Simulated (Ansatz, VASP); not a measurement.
**MnO in VASP and in Ansatz**

The input INCAR:

```
PREC = Accurate
ENCUT = 520
EDIFF = 1E-6
ISMEAR = -1
SIGMA = 0.05
LREAL = F
LASPH = T
NELM = 150
ALGO = Normal
ISIF = 2
LWAVE = F
LCHARG = F
ISPIN = 2
MAGMOM = 4 0
LORBIT = 11
LMAXMIX = 4
GGA = PE
NBANDS = 20
```

Contents of KPOINTS:

```
regular mesh
0
Gamma
  10 10 10
```

Contents of POSCAR:

```
MnO
1.0
    2.6544526252      0.0000000000      0.0000000000
    0.0000000000      2.6544526252      0.0000000000
    0.0000000000      0.0000000000      2.6544526252
Mn O
1 1
Direct
    0.0000000000      0.0000000000      0.0000000000
    0.5000000000      0.5000000000      0.5000000000
```

File input.yaml:

```yaml
crystal:
  lattice:
    - [2.6544526252, 0.0, 0.0]
    - [0.0, 2.6544526252, 0.0]
    - [0.0, 0.0, 2.6544526252]
  atoms:
    - { symbol: Mn, position: [0.0, 0.0, 0.0], spin: 4.0 }
    - { symbol: O, position: [0.5, 0.5, 0.5] }
hamiltonian:
  xc: pbe
  pseudopotentials: { kind: paw }
magnetization:
  spin_polarized: true
kpoints:
  mp_grid: { grid: [10, 10, 10] }
scf:
  occupations: { method: fermi_dirac, width: 0.05 }
output:
  forces: true
  stress: true
  eigenvalues: true
```

Measurements of this composition are mostly on another form, of space group No. 225.

Alike in both runs: task single point; functional PBE; k mesh 10 × 10 × 10; occupations fermi-dirac, width 0.05 eV; collinear spin.

```csv
,VASP,Ansatz
version,VASP 6.6.1,Ansatz 0.2.0
potentials or method,"VASP PAW PBE potentials, release 64 (Mn_pv, O)",Ansatz PAW
plane-wave cutoff (eV),520,420
valence electrons in the cell,19,21
```

```csv
,VASP,Ansatz,Ansatz less VASP
gap on the k mesh at the Fermi level (eV),none,none,-
pressure (GPa),5.8,5.2,-0.60
net moment per atom (μB),1.98,1.97,-0.009
size of the moment on the site where the two differ most (μB),3.71,3.50,-0.207
```

Site moments also hang on the region over which each program counts them. A gap of «none» marks a metal or a gap that the smearing closes. The two sets of potentials don't hold the same shells in valence.

Caveats: a cell with one magnetic atom can't hold antiferromagnetic order, which such compounds often take; semilocal functionals often make such compounds metallic where correlation or magnetic order opens a gap, which also shifts bond lengths; the pressure holds a Pulay correction of +0.7 GPa for the finite cutoff (Ansatz).
